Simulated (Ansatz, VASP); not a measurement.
# H6C2O: VASP beside Ansatz

Contents of INCAR:

```
PREC = Accurate ; ENCUT = 520
EDIFF = 1E-6 ; ISMEAR = -1
SIGMA = 0.02 ; LREAL = Auto
LASPH = T ; NELM = 100
ALGO = Normal ; ISIF = 2
LWAVE = F ; LCHARG = F
GGA = CA ; IBRION = 2
NSW = 35 ; EDIFFG = -0.3
```

The input KPOINTS:

```
regular mesh
0
Gamma
  1 1 1
```

File POSCAR:

```
H6C2O
1.0
    7.5290720000      0.0000000000      0.0000000000
    0.0000000000      7.5290720000      0.0000000000
    0.0000000000      0.0000000000      7.5290720000
C O H
8 4 24
Direct
    0.9791809000      0.4559322000      0.7730465000
    0.8097809000      0.5433596000      0.8361806000
   -0.0892373000      0.3918686000      0.3351690000
    0.0670476000      0.5040785000      0.2776383000
    0.4031233000      0.2396509000      0.9511101000
    0.3748275000      0.1037034000      0.8060466000
    0.6447769000     -0.0564408000      0.3918749000
    0.6209886000      0.1298544000      0.3207830000
    0.6658359000      0.4351530000      0.7771427000
    0.1401228000      0.4227281000      0.1228596000
    0.1892940000      0.1010755000      0.7675140000
    0.6195844000      0.2467090000      0.4699719000
    0.5563302000      0.4903845000      0.8171616000
    0.8102813000      0.5546909000      0.9817446000
    0.7994637000      0.6783410000      0.7814897000
    1.0951344000      0.5329762000      0.8143547000
    0.9897019000      0.3223258000      0.8284110000
    0.9788971000      0.4458293000      0.6283937000
    0.2407301000      0.4940206000      0.0849245000
    0.0232801000      0.6404385000      0.2492150000
    0.1660975000      0.5109802000      0.3846851000
   -0.1514144000      0.4476004000      0.4539770000
   -0.1879348000      0.3861164000      0.2290923000
   -0.0452869000      0.2568116000      0.3644016000
    0.1698661000      0.0139891000      0.6743366000
    0.4522327000      0.1397155000      0.6876022000
    0.4207697000     -0.0275611000      0.8505040000
    0.5436222000      0.2480284000      0.9868487000
    0.3584454000      0.3701125000      0.9062745000
    0.3270197000      0.2030343000      1.0689831000
    0.6043393000      0.3668446000      0.4254911000
    0.7299431000      0.1631092000      0.2294563000
    0.4960976000      0.1394739000      0.2457682000
    0.6469512000     -0.1528704000      0.2833209000
    0.7694134000     -0.0659852000      0.4653680000
    0.5358453000     -0.0895925000      0.4816604000
```

Input for Ansatz:

```yaml
accuracy: low
crystal:
  lattice:
    - [7.529072, 0.0, 0.0]
    - [0.0, 7.529072, 0.0]
    - [0.0, 0.0, 7.529072]
  atoms:
    - { symbol: C, position: [0.9791809, 0.4559322, 0.7730465] }
    - { symbol: C, position: [0.8097809, 0.5433596, 0.8361806] }
    - { symbol: O, position: [0.6658359, 0.435153, 0.7771427] }
    - { symbol: H, position: [0.5563302, 0.4903845, 0.8171616] }
    - { symbol: H, position: [0.8102813, 0.5546909, 0.9817446] }
    - { symbol: H, position: [0.7994637, 0.678341, 0.7814897] }
    - { symbol: H, position: [1.0951344, 0.5329762, 0.8143547] }
    - { symbol: H, position: [0.9897019, 0.3223258, 0.828411] }
    - { symbol: H, position: [0.9788971, 0.4458293, 0.6283937] }
    - { symbol: C, position: [-0.0892373, 0.3918686, 0.335169] }
    - { symbol: C, position: [0.0670476, 0.5040785, 0.2776383] }
    - { symbol: O, position: [0.1401228, 0.4227281, 0.1228596] }
    - { symbol: H, position: [0.2407301, 0.4940206, 0.0849245] }
    - { symbol: H, position: [0.0232801, 0.6404385, 0.249215] }
    - { symbol: H, position: [0.1660975, 0.5109802, 0.3846851] }
    - { symbol: H, position: [-0.1514144, 0.4476004, 0.453977] }
    - { symbol: H, position: [-0.1879348, 0.3861164, 0.2290923] }
    - { symbol: H, position: [-0.0452869, 0.2568116, 0.3644016] }
    - { symbol: C, position: [0.4031233, 0.2396509, 0.9511101] }
    - { symbol: C, position: [0.3748275, 0.1037034, 0.8060466] }
    - { symbol: O, position: [0.189294, 0.1010755, 0.767514] }
    - { symbol: H, position: [0.1698661, 0.0139891, 0.6743366] }
    - { symbol: H, position: [0.4522327, 0.1397155, 0.6876022] }
    - { symbol: H, position: [0.4207697, -0.0275611, 0.850504] }
    - { symbol: H, position: [0.5436222, 0.2480284, 0.9868487] }
    - { symbol: H, position: [0.3584454, 0.3701125, 0.9062745] }
    - { symbol: H, position: [0.3270197, 0.2030343, 1.0689831] }
    - { symbol: C, position: [0.6447769, -0.0564408, 0.3918749] }
    - { symbol: C, position: [0.6209886, 0.1298544, 0.320783] }
    - { symbol: O, position: [0.6195844, 0.246709, 0.4699719] }
    - { symbol: H, position: [0.6043393, 0.3668446, 0.4254911] }
    - { symbol: H, position: [0.7299431, 0.1631092, 0.2294563] }
    - { symbol: H, position: [0.4960976, 0.1394739, 0.2457682] }
    - { symbol: H, position: [0.6469512, -0.1528704, 0.2833209] }
    - { symbol: H, position: [0.7694134, -0.0659852, 0.465368] }
    - { symbol: H, position: [0.5358453, -0.0895925, 0.4816604] }
basis:
  ecutwfc: 420.0
kpoints:
  mp_grid: { grid: [1, 1, 1] }
hamiltonian:
  xc: lda
scf:
  occupations: { method: fermi_dirac, width: 0.02 }
  lower_state_search: "off"
relax:
  f_tol: 0.3
  max_steps: 15
  adjacent_minimum: "off"
output:
  write_density: true
  write_potential: true
  elf: true
  volumetric_format: npy
```

Alike in both runs: task relaxation of the atoms; functional LDA; k mesh 1 × 1 × 1; occupations fermi-dirac, width 0.02 eV; no spin polarisation.

|  | VASP | Ansatz |
| --- | --- | --- |
| version | VASP 6.6.1 | Ansatz 0.2.0 |
| potentials or method | VASP PAW LDA potentials, release 64 (C, O, H) | scalar-relativistic, plane waves, PAW |
| plane-wave cutoff (eV) | 520 | 420 |
| valence electrons in the cell | 80 | 80 |

Ansatz gave:

```
gap on the k mesh at the Fermi level, each at its own relaxed structure (eV) : 4.24
energy change over the relaxation (meV/atom)                                 : -33
```

Which values does VASP return?

gap on the k mesh at the Fermi level, each at its own relaxed structure (eV): 4.04; energy change over the relaxation (meV/atom): -20.

One of these differences is far larger than is usual between the two programs; its cause wasn't traced.

 Expect the measured gap to be larger: semilocal functionals such as LDA lack the derivative discontinuity.
